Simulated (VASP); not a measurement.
Write the native input for VASP 6.6.1 that does the following.

- Task: single point
- Functional: PBE
- Potentials or basis: VASP PAW PBE potentials, release 64 (Li_sv)
- Cutoff: 520 eV
- k mesh: 3 × 3 × 3
- Occupations: gaussian, width 0.1 eV
- Spin: no spin polarisation
- Dipole correction: no
- Further INCAR settings: ALGO = Normal; EDIFF = 1e-06; NBANDS = 20

The structure of Li (a cell with a defect) lies in POSCAR:

```
Li
1.0
   -3.4453500000      3.4453500000      3.4453500000
    3.4453500000     -3.4453500000      3.4453500000
    3.4453500000      3.4453500000     -3.4453500000
Li
7
Direct
   -0.0010993078      0.0005442118      0.2522781430
   -0.0036279333      0.4797846373     -0.0104896455
   -0.0004996590      0.5829536912      0.4988982251
    0.4851427286     -0.0008052883     -0.0023808902
    0.5676194001     -0.0001541208      0.4958870652
    0.4213461622      0.4188153598     -0.0796596862
    0.5146400221      0.5206272222      0.5122106607
```

These files were run (other wordings do the same):

INCAR

```
SYSTEM = Li
PREC = Accurate
ENCUT = 520
EDIFF = 1E-6
ISMEAR = 0
SIGMA = 0.1
LREAL = .FALSE.
LASPH = .TRUE.
NELM = 100
ALGO = Normal
ISIF = 2
LWAVE = .FALSE.
LCHARG = .FALSE.
GGA = PE
NBANDS = 20
```

KPOINTS

```
Automatic mesh
0
G
  3 3 3
  0 0 0
```

Potentials or basis: VASP PAW PBE potentials, release 64 (Li_sv).

Run with:

```sh
$ cat potpaw_PBE.64/Li_sv/POTCAR > POTCAR
$ mpirun -np 1 vasp_std > vasp.out
```

It gave:

The largest force is 0.051 eV/Å and the band gap on the k mesh is none (metal or under the smearing width).

Caveat: the k mesh is coarse (spacing up to 0.43 Å⁻¹), so the values aren't converged.

Wall time 98 s on 1 thread of AMD EPYC 7571, on a shared host, peak memory 0.26 GiB.
